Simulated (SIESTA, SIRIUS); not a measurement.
Given: the input of a run of SIRIUS 7.12.0 on Ti. This isn't the form of Ti at room conditions, which is hcp.

sirius.json

```json
{
  "control": {
    "processing_unit": "cpu",
    "verbosity": 2,
    "num_bands_to_print": 13,
    "print_forces": true,
    "print_stress": true
  },
  "parameters": {
    "electronic_structure_method": "pseudopotential",
    "xc_functionals": ["XC_GGA_X_PBE_SOL", "XC_GGA_C_PBE_SOL"],
    "gk_cutoff": 9.2,
    "pw_cutoff": 18.4,
    "ngridk": [11, 11, 11],
    "shiftk": [0, 0, 0],
    "smearing": "fermi_dirac",
    "smearing_width": 0.0018374661,
    "num_bands": 13,
    "num_mag_dims": 0,
    "num_dft_iter": 100,
    "energy_tol": 1e-08,
    "density_tol": 1e-06
  },
  "iterative_solver": {
    "type": "davidson",
    "min_tolerance": 1e-10
  },
  "mixer": {
    "type": "anderson",
    "beta": 0.7,
    "max_history": 8
  },
  "settings": {
    "tol_ne": 1e-10,
    "pseudo_grid_cutoff": 6.5
  },
  "unit_cell": {
    "lattice_vectors": [
      [-0.57735026919, 0.57735026919, 0.57735026919],
      [0.57735026919, -0.57735026919, 0.57735026919],
      [0.57735026919, 0.57735026919, -0.57735026919]
    ],
    "lattice_vectors_scale": 5.3711598245,
    "atom_coordinate_units": "lattice",
    "atom_types": ["Ti"],
    "atom_files": {
      "Ti": "Ti.json"
    },
    "atoms": {
      "Ti": [
        [0.0, 0.0, 0.0]
      ]
    }
  }
}
```

Potentials or basis: PseudoDojo 0.4.1 PBEsol standard (scalar relativistic).

Launch:

```console
$ upf_to_json Ti.upf
$ OMP_NUM_THREADS=1 sirius.scf --input=sirius.json --output=out.json --task=0
```

Problem. What does the same run look like in SIESTA 5.4.2? Potentials or basis there: files PseudoDojo sr-pbesol-0.4.1-standard, DZP (energy shift 0.003 Ry; two zetas on semicore shells).

Solution. As run (cutoffs and basis follow the program's own potentials, and thresholds, step limits or extra output files can differ):

File Ti.fdf:

```
SystemName                      Titanium
SystemLabel                     Ti
NumberOfSpecies                 1
NumberOfAtoms                   1
%block ChemicalSpeciesLabel
  1  22 Ti
%endblock ChemicalSpeciesLabel

LatticeConstant                 1.0 Ang
%block LatticeVectors
    -1.6410000000     1.6410000000     1.6410000000
     1.6410000000    -1.6410000000     1.6410000000
     1.6410000000     1.6410000000    -1.6410000000
%endblock LatticeVectors
AtomicCoordinatesFormat         Fractional
%block AtomicCoordinatesAndAtomicSpecies
     0.0000000000     0.0000000000     0.0000000000  1  Ti
%endblock AtomicCoordinatesAndAtomicSpecies

%block kgrid.MonkhorstPack
   11   0   0  0.0
    0  11   0  0.0
    0   0  11  0.0
%endblock kgrid.MonkhorstPack
XC.Functional                   GGA
XC.Authors                      PBEsol
PAO.BasisSize                   DZP
PAO.EnergyShift                 0.003 Ry
Mesh.Cutoff                     800 Ry
OccupationFunction              FD
ElectronicTemperature           0.05 eV
MaxSCFIterations                120
SCF.MustConverge                false
SCF.Mixer.Method                Pulay
SCF.Mixer.Weight                0.25
SCF.Mixer.History               8
SCF.DM.Tolerance                5.0e-05
SCF.H.Tolerance                 1.0e-03 eV
WriteForces                     true
Charge.Mulliken                 end
%block PAO.Basis
  Ti 5
  n=3 0 2
    3.151 0.000
  n=4 0 2
    8.703 0.000
  n=3 1 2
    3.568 0.000
  n=4 1 1
    8.703
  n=3 2 2
    6.267 0.000
%endblock PAO.Basis
```

Potentials or basis: PseudoDojo 0.4 standard (PBEsol files), converted to PSML, two zetas on semicore shells, DZP (energy shift 0.003 Ry; two zetas on semicore shells).

Run with:

```sh
$ siesta Ti.fdf > Ti.out 2>&1
```

Both were run:

|  | SIRIUS | SIESTA |
| --- | --- | --- |
| Pressure | -6.7 GPa | -6.7 GPa |

Pressure is positive in compression.
